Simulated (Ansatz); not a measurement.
**The stack of 1T-TaS2 under blue phosphorene, shifted by a third of the diagonal between two gates**

Aim: screening and gap of the neutral stack of 1T-TaS2 under blue phosphorene, shifted by a third of the diagonal between oppositely charged gates.

Main program and level: Ansatz 0.2.0; plane-wave DFT, PBE-D3(BJ), Ansatz PAW, in the first sound run; inputs show where later runs differ.

## (1) Set-up

The cell holds 5 atoms: 2 S, 1 Ta and 2 P. Cell: a = 3.310 Å, b = 3.310 Å, c = 46.628 Å, α = 90.0°, β = 90.0°, γ = 120.0°. Regions: layer 1: 1T-TaS2, 3 atoms (2 S and 1 Ta); layer 2: blue phosphorene, 2 atoms (2 P). Vacuum lies along c.

## (2) Relaxation

The starting cell is a guess, so the in-plane lattice and the atoms are relaxed first, with the slab cut off from its images along the normal.

Input file input.yaml:

```yaml
crystal:
  lattice:
    - [3.31, 0.0, 0.0]
    - [-1.655, 2.8665440865, 0.0]
    - [0.0, 0.0, 46.6279602428]
  atoms:
    - { symbol: S, position: [0.6666666667, 0.3333333333, 0.4160593751] }
    - { symbol: Ta, position: [0.0, 0.0, 0.4534613998], spin: 1.0 }
    - { symbol: S, position: [0.3333333333, 0.6666666667, 0.4908634246] }
    - { symbol: P, position: [0.0, 0.0, 0.5573471391] }
    - { symbol: P, position: [0.6666666667, 0.3333333333, 0.5839406249] }
  periodic: [true, true, false]
magnetization:
  spin_polarized: true
kpoints:
  mp_grid: { grid: [12, 12, 1] }
hamiltonian:
  xc: pbe
  dispersion: d3bj
scf:
  occupations: { method: fermi_dirac, width: 0.05 }
  convergence: { dr2_threshold: 1.0e-09 }
relax:
  f_tol: 0.004
  max_steps: 90
  cell: {}
output:
  write_potential: true
  write_density: true
  volumetric_format: npy
```

The run is started by

```
$ ansatz run input.yaml --threads 8 --pin off --max-ram 12288MiB --backend cpu --events-out ev --progress --plain --runs-dir out
```

Numbers of over 12 decimals in the logs are rounded to 6 here.

Log:

```text
Warning: relax.cell: scf.convergence.dr2_threshold = 1e-9 eV is looser than the 1.57313752467e-10 eV advised for a relaxation that steers and ends on the stress (1e-10 eV for each atom of the cell: 5, times the square of relax.cell.stress_2d_tol = 0.05 N/m over 17.8 Å (the atoms' height at the walk's start and 5 Å past either face), 2.805e-2 GPa, over a crystal's default 0.05). What an SCF threshold leaves in a stress goes as its square root, and in the free energy as the threshold itself, and one threshold admits the most on a small cell: [figures from the program's tests cut] Set scf.convergence.dr2_threshold to 1.57313752467e-10 eV or tighter. [rest of the remark cut]
Engine: ansatz 0.2.0, x86_64-unknown-linux-gnu
Pseudopotentials: kind: paw
Pseudopotential: S, paw, valence charge 6, recommended cutoff 420 eV (normal), S.paw.azcp
Pseudopotential: Ta, paw, valence charge 13, recommended cutoff 420 eV (normal), Ta.paw.azcp
Pseudopotential: P, paw, valence charge 5, recommended cutoff 420 eV (normal), P.paw.azcp
Functional definition: PBE
  parameter kappa = 0.804
  parameter beta = 0.066725
  exchange = pbe_x(kappa = kappa, mu = beta*pi^2/3)
  correlation = pbe_c(beta = beta)
Crystal: 5 atoms, lattice volume = 442.418 Å³
Basis set: ecut = 420 eV, 8771 PW (Γ), exchange–correlation on 48×48×640 points (8 copies of the dense FFT grid, shifted against one another)
Bands: 23, of which v1, the nominal top of the filled ones, is band 18 counted from 1 (17 counted from 0)
Symmetry: 6 space group operations
Space group: P3m1 (ITA 156), of the structure as read, at distance tolerance 7.6e-5 Å
Magnetic group: BNS 156.49 (UNI 1279), of the structure as read, at distance tolerance 7.6e-5 Å
k-points: 19 of 144 (time reversal used)
Non-local potential: S, projectors of the file, l = 0: 2, l = 1: 2, l = 2: 2
Non-local potential: Ta, projectors of the file, l = 0: 3, l = 1: 2, l = 2: 2, l = 3: 1
Non-local potential: P, projectors of the file, l = 0: 2, l = 1: 2, l = 2: 2
PAW form: soft (Blöchl's): semilocal exchange-correlation on the pseudo side does not see the compensation charge
PAW one-centre angular grid: S, 110 points (default); XC on 64 Gauss nodes
PAW one-centre angular grid: Ta, 590 points (default); XC on 64 Gauss nodes
PAW one-centre angular grid: P, 110 points (default); XC on 64 Gauss nodes
Starting moments: Σ|m| = 1 μB on 1 of 5 sites
Initial wavefunctions: pseudopotential atomic-orbital guess
Functional: x = pbe(κ = 0.804, μ = 0.219515), c = pbe(β = 0.066725)
SCF iter   1: F=—  HF=-13252.350966 eV  |F-HF|=—  |Δ(HF+E_count)|=         —  Δρ=1.17e-2 (↑1.17e-2 ↓9.59e-3)  dr2=2.54e0  dr2_m=4.91e-2  M=0.395 μB ∫|m|=0.560 μB  β_m=0.30  ethr=3.10e-3  ⟨swp⟩=15.3  Hψ=7534  notcnv=0
Mixer restart at iter 1: flushing history
preconditioner: auto → LDOS  [metal: Δε(μ)=0.021 eV  Ē_g=8.353 eV  σ=0.050 eV  W_gap=0.10  n_scr=26 (ndim 8)  ℏωp=9.2 eV  f_vac=0.740  D(μ)=1.38/eV (n_scr^D=10)]
spin=Collinear: LDOS preconditioning applied to the charge; magnetization (m = ρ↑ − ρ↓) channel mixes plain (no charge-response kernel on spin).
SCF iter   2: F=—  HF=-13251.921672 eV  |F-HF|=—  |Δ(HF+E_count)|=   4.29e-1  Δρ=7.83e-3 (↑7.83e-3 ↓6.20e-3)  dr2=9.23e-1  dr2_m=2.86e-2  M=0.353 μB ∫|m|=0.507 μB  β_m=0.52  ethr=3.10e-3  ⟨swp⟩=3.0  Hψ=1716  notcnv=0  defer=20
SCF iter   3: F=—  HF=-13251.788095 eV  |F-HF|=—  |Δ(HF+E_count)|=   1.34e-1  Δρ=1.99e-3 (↑1.99e-3 ↓1.90e-3)  dr2=2.33e-2  dr2_m=5.58e-3  M=0.245 μB ∫|m|=0.358 μB  β_m=0.65  ethr=2.64e-3  ⟨swp⟩=3.8  Hψ=2066  notcnv=0  defer=21
SCF iter   4: F=—  HF=-13251.820396 eV  |F-HF|=—  |Δ(HF+E_count)|=         —  Δρ=1.38e-3 (↑1.38e-3 ↓9.94e-4)  dr2=1.01e-2  dr2_m=5.29e-3  M=0.111 μB ∫|m|=0.172 μB  β_m=0.65  ethr=6.64e-5  ⟨swp⟩=4.0  Hψ=2574  notcnv=0  defer=10
SCF iter   5: F=—  HF=-13251.822537 eV  |F-HF|=—  |Δ(HF+E_count)|=   2.14e-3  Δρ=6.76e-4 (↑6.33e-4 ↓6.76e-4)  dr2=7.87e-3  dr2_m=1.47e-3  M=0.073 μB ∫|m|=0.112 μB  β_m=0.65  ethr=2.90e-5  ⟨swp⟩=3.4  Hψ=1889  notcnv=0  defer=10
SCF iter   6: F=—  HF=-13251.822328 eV  |F-HF|=—  |Δ(HF+E_count)|=   2.10e-4  Δρ=4.76e-4 (↑4.38e-4 ↓4.76e-4)  dr2=2.23e-3  dr2_m=7.83e-4  M=0.056 μB ∫|m|=0.085 μB  β_m=0.71  ethr=2.25e-5  ⟨swp⟩=2.6  Hψ=1512  notcnv=0  defer=10
SCF iter   7: F=—  HF=-13251.822662 eV  |F-HF|=—  |Δ(HF+E_count)|=   3.34e-4  Δρ=3.00e-4 (↑3.00e-4 ↓2.68e-4)  dr2=5.30e-4  dr2_m=3.01e-4  M=0.035 μB ∫|m|=0.051 μB  β_m=0.73  ethr=6.36e-6  ⟨swp⟩=3.2  Hψ=1736  notcnv=0  defer=10
SCF iter   8: F=—  HF=-13251.822880 eV  |F-HF|=—  |Δ(HF+E_count)|=   2.18e-4  Δρ=1.11e-4 (↑1.11e-4 ↓9.78e-5)  dr2=2.92e-5  dr2_m=4.27e-5  M=0.014 μB ∫|m|=0.020 μB  β_m=0.87  ethr=1.52e-6  ⟨swp⟩=2.9  Hψ=1782  notcnv=0  defer=10
SCF iter   9: F=—  HF=-13251.822926 eV  |F-HF|=—  |Δ(HF+E_count)|=   4.62e-5  Δρ=1.48e-5 (↑1.48e-5 ↓1.46e-5)  dr2=8.57e-7  dr2_m=8.04e-7  M=0.002 μB ∫|m|=0.002 μB  β_m=0.87  ethr=8.36e-8  ⟨swp⟩=3.4  Hψ=2175  notcnv=0  defer=10
SCF iter  10: F=—  HF=-13251.822927 eV  |F-HF|=—  |Δ(HF+E_count)|=   9.47e-7  Δρ=3.16e-6 (↑3.16e-6 ↓2.55e-6)  dr2=1.52e-7  dr2_m=2.27e-8  M=-0.000 μB ∫|m|=0.000 μB  β_m=0.81  ethr=2.45e-9  ⟨swp⟩=3.4  Hψ=2131  notcnv=0  defer=10
SCF iter  11: F=—  HF=-13251.822927 eV  |F-HF|=—  |Δ(HF+E_count)|=   5.57e-8  Δρ=9.56e-7 (↑9.56e-7 ↓9.47e-7)  dr2=1.26e-8  dr2_m=2.39e-9  M=0.000 μB ∫|m|=0.000 μB  β_m=0.76  ethr=4.34e-10  ⟨swp⟩=3.2  Hψ=1855  notcnv=0  defer=10
SCF iter  12: F=—  HF=-13251.822927 eV  |F-HF|=—  |Δ(HF+E_count)|=   1.10e-8  Δρ=3.67e-7 (↑3.67e-7 ↓3.06e-7)  dr2=2.21e-10  dr2_m=4.24e-10  M=-0.000 μB ∫|m|=0.000 μB  β_m=0.83  ethr=3.60e-11  ⟨swp⟩=3.2  Hψ=1954  notcnv=0  defer=10
SCF iter  13: F=—  HF=-13251.822927 eV  |F-HF|=—  |Δ(HF+E_count)|=   4.03e-9  Δρ=8.44e-8 (↑7.93e-8 ↓8.44e-8)  dr2=1.35e-10  dr2_m=1.54e-11  M=0.000 μB ∫|m|=0.000 μB  β_m=0.77  ethr=1.00e-12  ⟨swp⟩=4.0  Hψ=2311  notcnv=0  defer=10
SCF iter  14: F=-13251.822927 eV  HF=-13251.822927 eV  |F-HF|=8.91e-11  |Δ(HF+E_count)|=  3.98e-10  Δρ=2.97e-8 (↑2.80e-8 ↓2.97e-8)  dr2=6.45e-12  dr2_m=2.66e-12  M=0.000 μB ∫|m|=0.000 μB  ethr=1.00e-12  ⟨swp⟩=7.9  Hψ=6180  notcnv=0
WARN: the starting moments were not kept: the SCF closed with an absolute magnetisation of 3.2e-6 μB, where they sum to 1 μB in size (1 site). That is at most 0.1 of that sum. Measured as dr2_m measures the in/out step, that magnetisation stands 7.9e-13 eV from none, at or under the dr2_threshold of 1.0e-9 eV: it is no larger than a step whose dr2_m would equal this threshold. The system may hold no moment; this SCF  [...]
SCF 1 converged in 14 iterations: F = -13251.822927 eV  dr2 = 6.45e-12
[...]
relax step   5: F+E_penalty+E_count = -13252.34623562 eV  Δ(F+E_penalty+E_count) = -4.297e-3 eV  max|allowed force component| = 6.773e-2 eV/Å  Δτ_max = 0.0675 Å  P = -0.029 N/m  Ω = 440.848 Å³  energy of the carried Pulay correction = +4.635e-5 eV  fix = [c, alpha, beta]  reactions: c -0.000 N/m  (12 SCF iters, accepted)
[...]
relax step   6: F+E_penalty+E_count = -13252.34659256 eV  Δ(F+E_penalty+E_count) = -3.569e-4 eV  max|allowed force component| = 3.945e-2 eV/Å  Δτ_max = 0.0322 Å  P = +0.072 N/m  Ω = 440.233 Å³  energy of the carried Pulay correction = +6.453e-5 eV  fix = [c, alpha, beta]  reactions: c +0.000 N/m  (9 SCF iters, accepted)
[...]
relax step   7: F+E_penalty+E_count = -13252.34668545 eV  Δ(F+E_penalty+E_count) = -9.289e-5 eV  max|allowed force component| = 9.639e-3 eV/Å  Δτ_max = 0.0074 Å  P = +0.000 N/m  Ω = 440.600 Å³  energy of the carried Pulay correction = +5.366e-5 eV  fix = [c, alpha, beta]  reactions: c +0.000 N/m  (8 SCF iters, accepted)
[...]
relax step   8: F+E_penalty+E_count = -13252.34669212 eV  Δ(F+E_penalty+E_count) = -6.670e-6 eV  max|allowed force component| = 3.009e-4 eV/Å  Δτ_max = 0.0024 Å  P = +0.002 N/m  Ω = 440.565 Å³  energy of the carried Pulay correction = +5.469e-5 eV  fix = [c, alpha, beta]  reactions: c +0.000 N/m  (7 SCF iters, accepted)
Initial wavefunctions: pseudopotential atomic-orbital guess (no wavefunctions were taken with the density)
iter 1 solved again at ethr=1.20e-7 eV; its pass at ethr=3.10e-3 eV (dr2=4.21e-5 eV) is discarded
SCF iter   1: F=—  HF=-13252.346671 eV  |F-HF|=—  |Δ(HF+E_count)|=         —  Δρ=1.00e-6 (↑1.00e-6 ↓1.00e-6)  dr2=3.35e-9  dr2_m=1.87e-12  M=0.000 μB ∫|m|=0.000 μB  β_m=0.65  ethr=1.20e-7  ⟨swp⟩=6.6  Hψ=12748  notcnv=0
eigensolver tolerance schedule: the retry pair's looser diagonalisation over-reported the residual by 12549.04 of it (diagonalisation noise at 0.95 of the residual, at the tolerance the schedule requests for it); recorded, not acted on — ethr = c·dr2/N_el stays at c = 1.0e-1
spin=Collinear: LDOS preconditioning applied to the charge; magnetization (m = ρ↑ − ρ↓) channel mixes plain (no charge-response kernel on spin).
SCF iter   2: F=—  HF=-13252.346633 eV  |F-HF|=—  |Δ(HF+E_count)|=   3.80e-5  Δρ=4.10e-7 (↑4.10e-7 ↓4.09e-7)  dr2=1.69e-9  dr2_m=4.07e-13  M=0.000 μB ∫|m|=0.000 μB  β_m=0.47  ethr=9.59e-12  ⟨swp⟩=6.2  Hψ=3777  notcnv=0
SCF iter   3: F=—  HF=-13252.346633 eV  |F-HF|=—  |Δ(HF+E_count)|=   1.62e-9  Δρ=2.69e-7 (↑2.69e-7 ↓2.68e-7)  dr2=2.86e-10  dr2_m=2.26e-13  M=0.000 μB ∫|m|=0.000 μB  β_m=0.69  ethr=4.84e-12  ⟨swp⟩=2.9  Hψ=1452  notcnv=0
SCF iter   4: F=-13252.346633 eV  HF=-13252.346633 eV  |F-HF|=5.49e-10  |Δ(HF+E_count)|=  6.68e-10  Δρ=3.03e-8 (↑2.93e-8 ↓3.03e-8)  dr2=2.74e-11  dr2_m=1.11e-14  M=0.000 μB ∫|m|=0.000 μB  ethr=1.00e-12  ⟨swp⟩=12.3  Hψ=7891  notcnv=0
the starting moments were not kept: the SCF closed with an absolute magnetisation of 3.0e-7 μB, where they sum to 1 μB in size (1 site). That is at most 0.1 of that sum. Measured as dr2_m measures the in/out step, that magnetisation stands 9.5e-15 eV from none, at or under the dr2_threshold of 1.0e-9 eV: it is no larger than a step whose dr2_m would equal this threshold.
SCF 9 converged in 4 iterations: F = -13252.346633 eV  dr2 = 2.74e-11
relax step   9: F+E_penalty+E_count = -13252.34663322 eV  Δ(F+E_penalty+E_count) = +5.889e-5 eV  max|allowed force component| = 2.869e-4 eV/Å  Δτ_max = 0.0000 Å  P = +0.003 N/m  Ω = 440.565 Å³  fix = [c, alpha, beta]  reactions: c +0.000 N/m  stress off target by 2.95e-3 N/m on what of the cell is left free  SCF on the basis re-selected at this cell (its energy is not comparable with the rows above)  (4 SCF iters)
basis re-selected at this cell: Δ(F+E_penalty+E_count) = +5.889e-5 eV, ΔP = +0.001 N/m vs the last step (what re-selecting the basis moved, of the pressure what is left beyond the Pulay correction that the steps carried, after the strain that the cell walked since its last selection, with what the two solves' SCF thresholds leave and, on support functions, any second-order correction that the steps lacked; it is no m [...]
WARN: The output density's exchange-correlation potential varies sharply where the density is thin. Do not read a vacuum level from v_tot or v_xc, or from such a field of the output density. On a cell that repeats whose density bears no net charge and no dipole along the vacuum's axis use v_es (v_loc + v_h of the components); under efield.dipole_correction with no amplitude use v_es + v_field, which holds any externa [...]
SCF converged after 4 iterations
Magnetization: 0.0000 μB (17.5000 up, 17.5000 down)
Absolute magnetization: 0.0000 μB (∫|ρ↑−ρ↓|, with the PAW one-centre terms)
Spin contamination: 0.0000 ħ² per cell (⟨S²⟩ above its minimum at these occupations)
Per-site moments (μB) at R_I (Å): [(-2.3547680256155526e-8, 1.018102), (1.1490351381853398e-7, 1.015080), (1.582398475845307e-8, 1.015080), (-3.996395428099647e-9, 0.935653), (3.752610515412237e-9, 0.935653)]
Free energy (F): -13252.346633 eV
Harris-Foulkes:  -13252.346633 eV  (|F-HF|=5.49e-10)
Internal energy: -13252.331082 eV  (E = F + TS)
E sigma→0 (E₀):  -13252.338858 eV
Entropy (-TS):   -0.015551 eV (-3.110 meV/atom)
Fermi energy:    -5.072229 eV
--- Per-component energies (eV) ---
  E_band       = -691.880537
  E_kinetic    = 719.937897
  E_local      = -104714.040954  (includes V_loc(G=0)·N_el)
  E_nonlocal   = 139.270915
  E_hartree    = 51900.722494
  E_xc         = -535.582707
  E_vxc        = -500.328138  (∫ρ·V_xc dr)
  E_paw        = -10735.971878  (= ΣΔE_a)
  E_vpaw       = -138.166097  (= ΣTr[D̂ρ^β])
  E_aug_tail   = 0.000162  (compensation charges beyond the density's cutoff)
  E_ewald      = 49974.946243
  E_disp       = -1.613253  (pairwise vdW)
  E_smearing   = -0.015551  (= −TS)
  E_closure    = -0.000000  (closes the sum)
  Σ components = -13252.346633   (vs F -13252.346633, Δ=0.00e0)
--- Forces (eV/Å), atoms counted from 1 ---
  atom   1  S     -0.00000000     0.00000000     0.00009703
  atom   2  Ta     0.00000000    -0.00000000     0.00019425
  atom   3  S      0.00000000    -0.00000000    -0.00028685
  atom   4  P     -0.00000000     0.00000000    -0.00023138
  atom   5  P      0.00000000    -0.00000000     0.00022737
  max |Σ_I F_I| component: 4.18e-7 eV/Å
--- 2D stress c σ (N/m, compression-positive) ---
        0.002945      -0.000000       0.000000
       -0.000000       0.002945       0.000000
        0.000000       0.000000       0.000000
  P = ½ c Tr σ = 0.0029 N/m
--- Band table (eV; the first three rows and the last of 38) ---
  k-point 0 ↑: bands = [... 14 lower, -6.0771, -5.6666, -5.6666, -4.8395, -4.8395, -4.5378, -2.6543, -2.4480, ... 1 higher]
  k-point 1 ↑: bands = [... 14 lower, -6.5160, -6.0932, -6.0228, -4.8162, -4.3912, -4.2061, -2.7559, -2.1407, ... 1 higher]
  k-point 2 ↑: bands = [... 14 lower, -7.2529, -6.6325, -5.9722, -5.1397, -3.7934, -3.7880, -3.3073, -1.6513, ... 1 higher]
  k-point 18 ↓: bands = [... 14 lower, -8.6786, -7.9445, -7.7373, -4.0930, -3.5420, -3.3809, -3.2422, -1.2900, ... 1 higher]
  the weakly bound empty levels are not read free of the cell's end (no_gap_told)
--- Relaxed structure (8 steps of the walk, 7 accepted, 1 SCFs on fresh bases) ---
  F+E_penalty+E_count = -13252.34663322 eV   max|allowed force component| = 2.869e-4 eV/Å   (the final SCF, on the basis selected at the relaxed cell)
  cell:  # Å, volume = 440.5655 Å³
    - [3.303062, 0.0, 0]
    - [-1.651531, 2.860536, 0]
    - [0, 0, 46.6279602428]
  atoms:
    - { symbol: S, position: [0.666667, 0.333333, 0.424027] }
    - { symbol: Ta, position: [-2.1512042858111604e-17, -1.4802973661453253e-17, 0.457629] }
    - { symbol: S, position: [0.333333, 0.666667, 0.490983] }
    - { symbol: P, position: [-2.6812609260740163e-17, -1.4802973661453342e-17, 0.551347] }
    - { symbol: P, position: [0.666667, 0.333333, 0.577685] }
```

The job ended after 50 s (8 threads of Intel Xeon 6975P-C (Granite Rapids), shared host; peak memory 1.3 GiB; 6 min of CPU time).

Step by step:

```csv
step,energy less that of the first step (eV),largest force component (eV/Å),volume (Å³)
1,0.0000,2.4462,442.42
2,-0.4871,0.1662,439.98
3,-0.5190,0.0687,440.83
4,-0.5129,0.1646,440.26
5,-0.5233,0.0677,440.85
6,-0.5237,0.0394,440.23
7,-0.5238,0.0096,440.60
8,-0.5238,0.0003,440.57
9*,-0.5237,0.0003,440.57
```

Relaxation steps marked * repeat the geometry before them on a plane-wave basis chosen anew for their cell, so energy and pressure can jump there. Relaxation step 4 was tried and not accepted.

The run keeps the 6 symmetry operations that it works with, so distortions that break them were not tested.

```csv
cell as run,before,after,change
a (Å),3.310,3.303,-0.2 %
b (Å),3.310,3.303,-0.2 %
```

The atoms that moved most (Å, along periodic axes as changes of fractional coordinates times the final cell, across vacuum about the mean position):

```csv
atom,dx,dy,dz,length
S1,0.000,0.000,0.371,0.371
P5,0.000,0.000,-0.292,0.292
P4,0.000,0.000,-0.280,0.280
Ta2,0.000,0.000,0.194,0.194
S3,0.000,0.000,0.006,0.006
```

The relaxed structure:

```xyz
5
Lattice="3.3031 0.0000 0.0000 -1.6515 2.8605 0.0000 0.0000 0.0000 46.6280" Properties=species:S:1:pos:R:3
S     1.6515    0.9535   19.7715
Ta    0.0000    0.0000   21.3383
S     0.0000    1.9070   22.8936
P     0.0000    0.0000   25.7082
P     1.6515    0.9535   26.9363
```

This step gave:

```
energy at zero smearing : -13252.3389 eV
```

The lattice constant a goes from 3.310 to 3.303 Å.

[end of part 1 of 3]

[Logs are printed without paths, hosts, clocks, repeated set-up lines and the standing remarks that a program may print on its own settings, such as how far it seeks lower states.]

[Hosts, paths, dates, database ids (printed as entryN), source tags and the programs' standing remarks are cut or masked in the printed files.]

[Maps of the electrostatic potential energy from Ansatz leave out the sawtooth potential of an applied field or a dipole correction, so their vacuum need not be flat; planar profiles and work functions include it.]
